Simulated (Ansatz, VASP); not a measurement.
**C in VASP and in Ansatz**

The input INCAR:

```
ALGO = Normal
EDIFF = 1E-7
ENCUT = 520
ISIF = 2
ISMEAR = 0
LASPH = T
LCHARG = F
LREAL = F
LWAVE = F
NBANDS = 11
NELM = 80
PREC = Accurate
SIGMA = 0.05
```

The input KPOINTS:

```
k-points
0
Gamma
  12 12 12
```

Contents of POSCAR:

```
C
1.0
    1.2587270051      0.7267263753      3.4306861104
   -1.2587270051      0.7267263753      3.4306861104
    0.0000000000     -1.4534527505      3.4306861104
C
2
Direct
    0.1640000000      0.1640000000      0.1640000000
    0.8360000000      0.8360000000      0.8360000000
```

Input for Ansatz:

```yaml
crystal:
  lattice:
    - [1.2587270051, 0.7267263753, 3.4306861104]
    - [-1.2587270051, 0.7267263753, 3.4306861104]
    - [0.0, -1.4534527505, 3.4306861104]
  atoms:
    - { symbol: C, position: [0.164, 0.164, 0.164] }
    - { symbol: C, position: [0.836, 0.836, 0.836] }
basis:
  ecutwfc: 420
kpoints:
  mp_grid: { grid: [12, 12, 12] }
hamiltonian:
  xc: lda
scf:
  occupations: { method: gaussian, width: 0.05 }
output:
  forces: true
  stress: true
  eigenvalues: true
```

Change from the starting cell: strain +0.025 along x and y, +0.025 along z, atoms carried along.

Alike in both runs: task single point; functional LDA; k mesh 12 × 12 × 12; occupations gaussian, width 0.05 eV; no spin polarisation.

|  | VASP | Ansatz |
| --- | --- | --- |
| version | VASP 6.6.1 | Ansatz 0.2.0 |
| potentials or method | VASP PAW LDA potentials, release 64 (C) | scalar-relativistic, plane waves, PAW |
| plane-wave cutoff (eV) | 520 | 420 |
| valence electrons in the cell | 8 | 8 |

|  | VASP | Ansatz | Ansatz less VASP |
| --- | --- | --- | --- |
| gap on the k mesh at the Fermi level (eV) | 0.69 | 0.69 | -0.002 |
| least direct gap on the mesh (eV) | 0.69 | 0.69 | -0.002 |
| pressure (GPa) | -21.4 | -22.1 | -0.71 |
| largest component of the traceless stress (GPa) | 19.91 | 20.74 | +0.834 |
| rms of the force components (eV/Å) | 0.531 | 0.535 | +0.0032 |

Atom by atom the forces differ by 0.003 eV/Å (rms over components).

Caveats: so large a pressure means that the cell lies far from this level's equilibrium, or that cutoff or potentials fall short (VASP).
